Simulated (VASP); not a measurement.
# C62N (a cell with a defect) in VASP: electric field gradients with PBE

Aim: the electric field gradients of C62N (a cell with a defect) with PBE.

All numbers are computed with VASP 6.6.1; they aren't measurements. Logs are shortened: lines on timing, memory, paths and dates and some standing lists are left out, and cuts for length are marked.

## 1. The crystal as given

The cell holds a defect, 63 atoms: a = 7.140 Å, b = 7.140 Å, c = 7.140 Å, α = 90.00°, β = 90.00°, γ = 90.00°.

The cell was built by a generator and needn't be a form met in nature.

## 2. Electric field gradients, PBE, collinear spin, ferromagnetic start

INCAR

```
SYSTEM = C62N
PREC = Accurate ; ENCUT = 520
EDIFF = 1E-8 ; ISMEAR = 0
SIGMA = 0.02 ; LREAL = .FALSE.
LASPH = .TRUE. ; NELM = 60
ALGO = Normal ; ISIF = 2
LWAVE = .FALSE. ; LCHARG = .FALSE.
ISPIN = 2 ; MAGMOM = 0.5 0 0 0 0 0 0 0 0 0 0 0 0 0 0 0 0 0 0 0 0 0 0 0 0 0 0 0 0 0 0 0 0 0 0 0 0 0 0 0 0 0 0 0 0 0 0 0 0 0 0 0 0 0 0 0 0 0 0 0 0 0 0
LORBIT = 11 ; NUPDOWN = 2
GGA = PE ; LEFG = .TRUE.
NELECT = 254
```

KPOINTS

```
Automatic mesh
0
G
  1 1 1
  0 0 0
```

POSCAR

```
C62N
1.0
    7.1400000000      0.0000000000      0.0000000000
    0.0000000000      7.1400000000      0.0000000000
    0.0000000000      0.0000000000      7.1400000000
N C
1 62
Direct
    0.6375900000      0.6375900000      0.6375900000
    0.6326450000      0.3643800000      0.3643800000
    0.3643800000      0.6326450000      0.3643800000
    0.3643800000      0.3643800000      0.6326450000
    0.5012000000      0.2503410000      0.2503410000
    0.4984050000      0.2520050000      0.7474340000
    0.4984050000      0.7474340000      0.2520050000
    0.5060330000      0.7497910000      0.7497910000
    0.2503410000      0.5012000000      0.2503410000
    0.2520050000      0.4984050000      0.7474340000
    0.7474340000      0.4984050000      0.2520050000
    0.7497910000      0.5060330000      0.7497910000
    0.2503410000      0.2503410000      0.5012000000
    0.2520050000      0.7474340000      0.4984050000
    0.7474340000      0.2520050000      0.4984050000
    0.7497910000      0.7497910000      0.5060330000
    0.1261310000      0.6242820000      0.6242820000
    0.6242820000      0.1261310000      0.6242820000
    0.6242820000      0.6242820000      0.1261310000
    0.1253590000      0.3751540000      0.3751540000
    0.6235900000      0.3773750000      0.8727850000
    0.6235900000      0.8727850000      0.3773750000
    0.3751540000      0.1253590000      0.3751540000
    0.3773750000      0.6235900000      0.8727850000
    0.8727850000      0.6235900000      0.3773750000
    0.3751540000      0.3751540000      0.1253590000
    0.3773750000      0.8727850000      0.6235900000
    0.8727850000      0.3773750000      0.6235900000
    0.9999650000      0.4998880000      0.4998880000
    0.4998880000      0.9999650000      0.4998880000
    0.4998880000      0.4998880000      0.9999650000
    0.1236090000      0.1236090000      0.6239660000
    0.1236090000      0.6239660000      0.1236090000
    0.6239660000      0.1236090000      0.1236090000
    0.1241080000      0.3754010000      0.8754640000
    0.1241080000      0.8754640000      0.3754010000
    0.6253090000      0.8765470000      0.8765470000
    0.3754010000      0.1241080000      0.8754640000
    0.8754640000      0.1241080000      0.3754010000
    0.8765470000      0.6253090000      0.8765470000
    0.3754010000      0.8754640000      0.1241080000
    0.8754640000      0.3754010000      0.1241080000
    0.8765470000      0.8765470000      0.6253090000
    0.0000573000      0.2501160000      0.2501160000
    0.9989280000      0.2509700000      0.7495550000
    0.9989280000      0.7495550000      0.2509700000
    0.0014057000      0.7500050000      0.7500050000
    0.2501160000      0.0000573000      0.2501160000
    0.2509700000      0.9989280000      0.7495550000
    0.7495550000      0.9989280000      0.2509700000
    0.7500050000      0.0014057000      0.7500050000
    0.2501160000      0.2501160000      0.0000573000
    0.2509700000      0.7495550000      0.9989280000
    0.7495550000      0.2509700000      0.9989280000
    0.7500050000      0.7500050000      0.0014057000
    0.1250520000      0.1250520000      0.1250520000
    0.1258710000      0.8746530000      0.8746530000
    0.8746530000      0.1258710000      0.8746530000
    0.8746530000      0.8746530000      0.1258710000
    0.9998960000      0.9998960000      0.4999790000
    0.9998960000      0.4999790000      0.9998960000
    0.4999790000      0.9998960000      0.9998960000
    0.0000745000      0.0000745000      0.0000745000
```

Potentials or basis: VASP PAW PBE potentials, release 64 (N, C).

Run with:

```
$ cat potpaw_PBE.64/N/POTCAR potpaw_PBE.64/C/POTCAR > POTCAR
$ mpirun -np 1 vasp_std > vasp.out
```

OUTCAR:

```text
SYSTEM = C62N
   PREC = Accurate
   ENCUT = 520
   EDIFF = 1E-8
   ISMEAR = 0
   LREAL = .FALSE.
   LASPH = .TRUE.
   NELM = 60
   ISIF = 2
   ISPIN = 2
   LORBIT = 11
   NUPDOWN = 2
   GGA = PE
   NELECT = 254

 ion  position               nearest neighbor table
   1  0.638  0.638  0.638-   8 1.47  12 1.47  16 1.47
   2  0.633  0.364  0.364-   5 1.49  11 1.49  15 1.49
   3  0.364  0.633  0.364-   9 1.49   7 1.49  14 1.49
   4  0.364  0.364  0.633-  13 1.49  10 1.49   6 1.49
   5  0.501  0.250  0.250-   2 1.49  23 1.55  26 1.55  34 1.55
   6  0.498  0.252  0.747-   4 1.49  18 1.55  21 1.55  38 1.56
   7  0.498  0.747  0.252-   3 1.49  19 1.55  22 1.55  41 1.56
   8  0.506  0.750  0.750-   1 1.47  37 1.54  24 1.56  27 1.56
   9  0.250  0.501  0.250-   3 1.49  20 1.55  26 1.55  33 1.55
  10  0.252  0.498  0.747-   4 1.49  17 1.55  24 1.55  35 1.56
[... 51 lines left out ...]
  62  0.500  1.000  1.000-  34 1.53  37 1.53  38 1.54  41 1.54
  63  0.000  0.000  0.000-  56 1.55  57 1.55  58 1.55  59 1.55

  LATTYP: Found a simple cubic cell.
 ALAT       =     7.1400000000

  Lattice vectors:

 A1 = (   7.1400000000,   0.0000000000,   0.0000000000)
 A2 = (   0.0000000000,   7.1400000000,   0.0000000000)
 A3 = (   0.0000000000,   0.0000000000,   7.1400000000)

Analysis of symmetry for initial positions (statically):
=====================================================================
 Subroutine PRICEL returns:
 Original cell was already a primitive cell.

 Routine SETGRP: Setting up the symmetry group for a
 simple cubic supercell.

 Subroutine GETGRP returns: Found  6 space group operations
 (whereof  6 operations were pure point group operations)
 out of a pool of 48 trial point group operations.

The static configuration has the point symmetry C_3v.

Analysis of symmetry for dynamics (positions and initial velocities):
=====================================================================
 Subroutine PRICEL returns:
 Original cell was already a primitive cell.

 Routine SETGRP: Setting up the symmetry group for a
 simple cubic supercell.

 Subroutine GETGRP returns: Found  6 space group operations
 (whereof  6 operations were pure point group operations)
 out of a pool of 48 trial point group operations.

The dynamic configuration has the point symmetry C_3v.

Analysis of structural, dynamic, and magnetic symmetry:
=====================================================================
 Subroutine PRICEL returns:
 Original cell was already a primitive cell.

 Routine SETGRP: Setting up the symmetry group for a
 simple cubic supercell.

 Subroutine GETGRP returns: Found  6 space group operations
 (whereof  6 operations were pure point group operations)
 out of a pool of 48 trial point group operations.

The overall configuration has the point symmetry C_3v.

 Subroutine INISYM returns: Found  6 space group operations
 (whereof  6 operations are pure point group operations),
 and found     1 'primitive' translations

----------------------------------------------------------------------------------------

                                     Primitive cell

  volume of cell :     363.9943

  direct lattice vectors                    reciprocal lattice vectors
     7.140000000  0.000000000  0.000000000     0.140056022  0.000000000  0.000000000
     0.000000000  7.140000000  0.000000000     0.000000000  0.140056022  0.000000000
     0.000000000  0.000000000  7.140000000     0.000000000  0.000000000  0.140056022

  length of vectors
     7.140000000  7.140000000  7.140000000     0.140056022  0.140056022  0.140056022

  position of ions in fractional coordinates (direct lattice)
[... 236 lines left out ...]
 k-point     1 :       0.0000    0.0000    0.0000
  band No.  band energies     occupation
      1     -12.1310      1.00000
      2     -10.5676      1.00000
      3      -9.8304      1.00000
      4      -9.8304      1.00000
      5      -9.7244      1.00000
      6      -9.7244      1.00000
[... 131 lines left out ...]
    138      14.3865      0.00000
    139      14.3865      0.00000
 Fermi energy:        10.7530844295

 spin component 2

 k-point     1 :       0.0000    0.0000    0.0000
  band No.  band energies     occupation
      1     -12.1077      1.00000
      2     -10.5534      1.00000
      3      -9.8108      1.00000
      4      -9.8108      1.00000
      5      -9.6832      1.00000
      6      -9.6832      1.00000
[... 131 lines left out ...]
    138      14.4217      0.00000
    139      14.4217      0.00000
 [bands above 139 left out]

------------------------ aborting loop because EDIFF is reached ----------------------------------------

  FORCE on cell =-STRESS in cart. coord.  units (eV):
  Direction    XX          YY          ZZ          XY          YZ          ZX
  --------------------------------------------------------------------------------------
  -------------------------------------------------------------------------------------
  Total       22.5734817     22.5734817     22.5734817      3.4405555      3.4405555      3.4405555
  in kB       99.3606667     99.3606667     99.3606667     15.1441364     15.1441364     15.1441364
  external PRESSURE =      99.3606667 kB  Pullay stress =       0.0000000 kB

 VOLUME and BASIS-vectors are now :
 -----------------------------------------------------------------------------
  energy-cutoff  :      520.00
  volume of cell :      363.99
      direct lattice vectors                 reciprocal lattice vectors
     7.140000000  0.000000000  0.000000000     0.140056022  0.000000000  0.000000000
     0.000000000  7.140000000  0.000000000     0.000000000  0.140056022  0.000000000
     0.000000000  0.000000000  7.140000000     0.000000000  0.000000000  0.140056022

 POSITION                                       TOTAL-FORCE (eV/Angst)
 -----------------------------------------------------------------------------------
      4.55239      4.55239      4.55239        -0.000127     -0.000127     -0.000127
      4.51709      2.60167      2.60167         0.000319      0.001591      0.001591
      2.60167      4.51709      2.60167         0.001591      0.000319      0.001591
      2.60167      2.60167      4.51709         0.001591      0.001591      0.000319
      3.57857      1.78743      1.78743         0.003119     -0.000293     -0.000293
      3.55861      1.79932      5.33668        -0.003552     -0.000272     -0.000234
[... 55 lines left out ...]
      3.56985      7.13926      7.13926        -0.000679      0.002121      0.002121
      0.00053      0.00053      0.00053        -0.000608     -0.000608     -0.000608
 -----------------------------------------------------------------------------------
    total drift:                                0.000025      0.000025      0.000025

  FREE ENERGIE OF THE ION-ELECTRON SYSTEM (eV)
  ---------------------------------------------------
  free  energy   TOTEN  =      -550.0751946162 eV

  energy  without entropy=     -550.0751946162  energy(sigma->0) =     -550.07519462

 Electric field gradients (V/A^2)
---------------------------------------------------------------------
 ion       V_xx      V_yy      V_zz      V_xy      V_xz      V_yz
---------------------------------------------------------------------
   1       0.000    -0.000     0.000   -72.651   -72.651   -72.651
   2       2.033    -1.017    -1.017     8.475     8.475   -11.860
   3      -1.017     2.033    -1.017     8.475   -11.860     8.475
   4      -1.017    -1.017     2.033   -11.860     8.475     8.475
   5      -1.140     0.570     0.570    -6.345    -6.345    -2.876
   6      -1.824     1.231     0.593     6.724    -5.494     1.818
[... 55 lines left out ...]
  62      -1.473     0.737     0.737    -0.647    -0.647    -0.827
  63      -0.000    -0.000     0.000    -0.597    -0.597    -0.597
---------------------------------------------------------------------

 Electric field gradients after diagonalization (V/A^2)
 (convention: |V_zz| > |V_xx| > |V_yy|)
----------------------------------------------------------------------
 ion       V_xx      V_yy      V_zz     asymmetry (V_yy - V_xx)/ V_zz
----------------------------------------------------------------------
   1      72.651    72.651  -145.303       0.000
   2      10.843     8.693   -19.536       0.110
   3      10.843     8.693   -19.536       0.110
   4      10.843     8.693   -19.536       0.110
   5       7.269     3.446   -10.715       0.357
   6       7.433     2.597   -10.030       0.482
[... 55 lines left out ...]
  62       1.563     0.365    -1.928       0.621
  63       0.597     0.597    -1.194       0.000
----------------------------------------------------------------------

           NMR quadrupolar parameters

 Cq : quadrupolar parameter    Cq=e*Q*V_zz/h
 eta: asymmetry parameters     (V_yy - V_xx)/ V_zz
 Q  : nuclear electric quadrupole moment in mb (millibarn)
----------------------------------------------------------------------
 ion       Cq(MHz)       eta       Q (mb)
----------------------------------------------------------------------
   1      -0.351       0.000       1.000
   2      -0.047       0.110       1.000
   3      -0.047       0.110       1.000
   4      -0.047       0.110       1.000
   5      -0.026       0.357       1.000
   6      -0.024       0.482       1.000
[... 55 lines left out ...]
  62      -0.005       0.621       1.000
  63      -0.003       0.000       1.000
----------------------------------------------------------------------

 total charge

# of ion       s       p       d       tot
------------------------------------------
    1        1.202   2.723   0.000   3.925
    2        0.834   1.758   0.000   2.592
    3        0.834   1.758   0.000   2.592
    4        0.834   1.758   0.000   2.592
    5        0.825   1.771   0.000   2.596
    6        0.824   1.761   0.000   2.585
[... 55 lines left out ...]
   62        0.830   1.778   0.000   2.608
   63        0.822   1.755   0.000   2.577
--------------------------------------------------
tot         52.350 111.692   0.000 164.042

 magnetization (x)

# of ion       s       p       d       tot
------------------------------------------
    1       -0.001   0.007   0.000   0.005
    2        0.037   0.290   0.000   0.327
    3        0.037   0.290   0.000   0.327
    4        0.037   0.290   0.000   0.327
    5       -0.003  -0.010   0.000  -0.013
    6       -0.002  -0.004   0.000  -0.006
[... 55 lines left out ...]
   62       -0.000   0.012   0.000   0.012
   63        0.000   0.001   0.000   0.001
--------------------------------------------------
tot          0.133   1.153   0.000   1.286
```

Run time: 5.3 min. Hardware: 1 thread of Intel Xeon Platinum 8375C at 2.90GHz (Ice Lake), shared host; peak memory 0.55 GiB.

Results:

```
Free energy                                           : -550.0752 eV
Largest force                                         : 0.005 eV/Å
Net moment                                            : 2.00 μB per cell
Site moments                                          : N +0.01; C +0.33, -0.01, -0.00, +0.01, +0.02, +0.03, +0.00 μB
Valence electrons inside the program's atomic spheres : N 3.92; C 2.59, 2.60, 2.58, 2.54, 2.57, 2.61
```

Forces in eV/Å, atoms in the order of the input:
```
N    0.000  0.000  0.000
C    0.000  0.002  0.002
C    0.002  0.000  0.002
C    0.002  0.002  0.000
C    0.003  0.000  0.000
C   -0.004  0.000  0.000
C   -0.004  0.000  0.000
C    0.001  0.002  0.002
C    0.000  0.003  0.000
C    0.000 -0.004  0.000
C    0.000 -0.004  0.000
C    0.002  0.001  0.002
C    0.000  0.000  0.003
C    0.000  0.000 -0.004
C    0.000  0.000 -0.004
C    0.002  0.002  0.001
C   -0.001  0.000  0.000
C    0.000 -0.001  0.000
C    0.000  0.000 -0.001
C    0.000  0.002  0.002
C   -0.001  0.001  0.000
C   -0.001  0.000  0.001
C    0.002  0.000  0.002
C    0.001 -0.001  0.000
C    0.000 -0.001  0.001
C    0.002  0.002  0.000
C    0.001  0.000 -0.001
C    0.000  0.001 -0.001
C    0.000  0.000  0.000
C    0.000  0.000  0.000
C    0.000  0.000  0.000
C    0.000  0.000 -0.002
C    0.000 -0.002  0.000
C   -0.002  0.000  0.000
C    0.000  0.003 -0.001
C    0.000 -0.001  0.003
C   -0.001 -0.001 -0.001
C    0.003  0.000 -0.001
C   -0.001  0.000  0.003
C   -0.001 -0.001 -0.001
C    0.003 -0.001  0.000
C   -0.001  0.003  0.000
C   -0.001 -0.001 -0.001
C   -0.002 -0.003 -0.003
C    0.001 -0.003  0.003
C    0.001  0.003 -0.003
C   -0.001  0.001  0.001
C   -0.003 -0.002 -0.003
C   -0.003  0.001  0.003
C    0.003  0.001 -0.003
C    0.001 -0.001  0.001
C   -0.003 -0.003 -0.002
C   -0.003  0.003  0.001
C    0.003 -0.003  0.001
C    0.001  0.001 -0.001
C    0.001  0.001  0.001
C    0.000  0.001  0.001
C    0.001  0.000  0.001
C    0.001  0.001  0.000
C    0.002  0.002 -0.001
C    0.002 -0.001  0.002
C   -0.001  0.002  0.002
C   -0.001 -0.001 -0.001
```

Electric field gradients, principal values (V/Å²):
```tsv
atom	Vxx	Vyy	Vzz
1 N	72.651	72.651	-145.303
2 C	8.693	10.843	-19.536
3 C	8.693	10.843	-19.536
4 C	8.693	10.843	-19.536
5 C	3.446	7.269	-10.715
6 C	2.597	7.433	-10.030
7 C	2.597	7.433	-10.030
8 C	-8.791	-9.318	18.109
9 C	3.446	7.269	-10.715
10 C	2.597	7.433	-10.030
11 C	2.597	7.433	-10.030
12 C	-8.791	-9.318	18.109
13 C	3.446	7.269	-10.715
14 C	2.597	7.433	-10.030
15 C	2.597	7.433	-10.030
16 C	-8.791	-9.318	18.109
17 C	-1.168	-1.699	2.867
18 C	-1.168	-1.699	2.867
19 C	-1.168	-1.699	2.867
20 C	-0.816	-1.316	2.132
21 C	-0.062	-3.411	3.473
22 C	-0.062	-3.411	3.473
23 C	-0.816	-1.316	2.132
24 C	-0.062	-3.411	3.473
25 C	-0.062	-3.411	3.473
26 C	-0.816	-1.316	2.132
27 C	-0.062	-3.411	3.473
28 C	-0.062	-3.411	3.473
29 C	-0.028	-0.641	0.669
30 C	-0.028	-0.641	0.669
31 C	-0.028	-0.641	0.669
32 C	-0.271	-3.632	3.903
33 C	-0.271	-3.632	3.903
34 C	-0.271	-3.632	3.903
35 C	1.273	1.768	-3.041
36 C	1.273	1.768	-3.041
37 C	0.534	3.085	-3.619
38 C	1.273	1.768	-3.041
39 C	1.273	1.768	-3.041
40 C	0.534	3.085	-3.619
41 C	1.273	1.768	-3.041
42 C	1.273	1.768	-3.041
43 C	0.534	3.085	-3.619
44 C	0.680	0.763	-1.442
45 C	-0.433	-1.238	1.671
46 C	-0.433	-1.238	1.671
47 C	0.007	1.011	-1.018
48 C	0.680	0.763	-1.442
49 C	-0.433	-1.238	1.671
50 C	-0.433	-1.238	1.671
51 C	0.007	1.011	-1.018
52 C	0.680	0.763	-1.442
53 C	-0.433	-1.238	1.671
54 C	-0.433	-1.238	1.671
55 C	0.007	1.011	-1.018
56 C	-0.433	-0.433	0.865
57 C	-0.720	-1.020	1.740
58 C	-0.720	-1.020	1.740
59 C	-0.720	-1.020	1.740
60 C	0.365	1.563	-1.928
61 C	0.365	1.563	-1.928
62 C	0.365	1.563	-1.928
63 C	0.597	0.597	-1.194
```

Caveat: the cell carries a net charge on a neutralising background, which shifts energy and pressure; the cell is charged against a uniform background, so pressure and absolute levels hang on convention; the moment is held away from its start; the total moment is fixed, so each spin has its own Fermi level.
